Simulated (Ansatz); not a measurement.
A (100) slab of TiO$_{2}$ (P4_2/mnm (No. 136)), 18 planes, outer planes O (top) and O (bottom), with 18 atoms (Ti6O12) in a surface cell of A = 13.494 Å², as cut from the bulk:

```yaml
crystal:
  lattice:
    - [2.93899, 0.00000, 0.00000]
    - [0.00000, 4.59125, 0.00000]
    - [0.00000, 0.00000, 28.27386]
  atoms:
    - { symbol: O, position: [0.50000, 0.19556, 0.26526] }
    - { symbol: Ti, position: [0.00000, 0.00000, 0.29702] }
    - { symbol: O, position: [0.50000, 0.80444, 0.32878] }
    - { symbol: O, position: [0.00000, 0.30444, 0.34646] }
    - { symbol: Ti, position: [0.50000, 0.50000, 0.37821] }
    - { symbol: O, position: [0.00000, 0.69556, 0.40997] }
    - { symbol: O, position: [0.50000, 0.19556, 0.42765] }
    - { symbol: Ti, position: [0.00000, 0.00000, 0.45940] }
    - { symbol: O, position: [0.50000, 0.80444, 0.49116] }
    - { symbol: O, position: [0.00000, 0.30444, 0.50884] }
    - { symbol: Ti, position: [0.50000, 0.50000, 0.54060] }
    - { symbol: O, position: [0.00000, 0.69556, 0.57235] }
    - { symbol: O, position: [0.50000, 0.19556, 0.59003] }
    - { symbol: Ti, position: [0.00000, 0.00000, 0.62179] }
    - { symbol: O, position: [0.50000, 0.80444, 0.65354] }
    - { symbol: O, position: [0.00000, 0.30444, 0.67122] }
    - { symbol: Ti, position: [0.50000, 0.50000, 0.70298] }
    - { symbol: O, position: [0.00000, 0.69556, 0.73474] }
```

Computed with Ansatz, DFT PBEsol, scalar-relativistic, plane waves, PAW. Plane waves to 420 eV, a k mesh through Γ of 9×6×1 on the computed 18-atom cell and Gaussian smearing (0.05 eV); no spin polarisation.

Against the same 18 atoms in the bulk, the slab as cut lies 2.745 eV higher and the relaxed slab 1.369 eV higher.

(1) Work out the surface energy before and after relaxation.

(2) What is the ideal work of this cut, per area?

## Answers

(1) The slab has two faces, so γ = (E_slab − N·E_bulk)/(2A), the mean of both. As cut: 2.745/(2 × 13.494) = 0.1017 eV/Å², and 1 eV/Å² = 16.02 J/m², so γ = 1.63 J/m². Relaxed: 1.369/(2 × 13.494) = 0.0507 eV/Å² = 0.81 J/m². Relaxation recovers 50 % of the cost of cutting.

(2) Griffith's ideal work is 2γ: 3.26 J/m² if the new faces stay rigid, 1.63 J/m² if they relax. Other cuts parallel to this plane can cost less. One thickness was run, 18 planes, so γ can still shift with it.

Relaxation recovers half of the cleavage cost, so the rigid cut is a poor guide to the equilibrium energy of this face. The coordinates show why the cut is fairly gentle. It passes between neutral O–Ti–O units with no net dipole along the normal, and it severs one Ti–O bond per surface Ti. Each face is left with five-coordinate Ti and two-coordinate O, instead of the six- and threefold coordination of bulk rutile. No compensating charge is needed, and the oxygen-terminated faces are not oxygen-rich.

The large energy gain probably comes from the undercoordinated ions shifting to shorten and strengthen their remaining bonds, with Ti drawn towards the slab and O partly screening it. Such rumpling is typical of oxides with mixed ionic and covalent bonding, where the electrostatic and Ti 3d–O 2p contributions both respond strongly to small displacements.

The relaxed value describes a face with the periodicity of the bulk cut, so it doesn't exclude a longer-period, microfaceted reconstruction of lower energy.
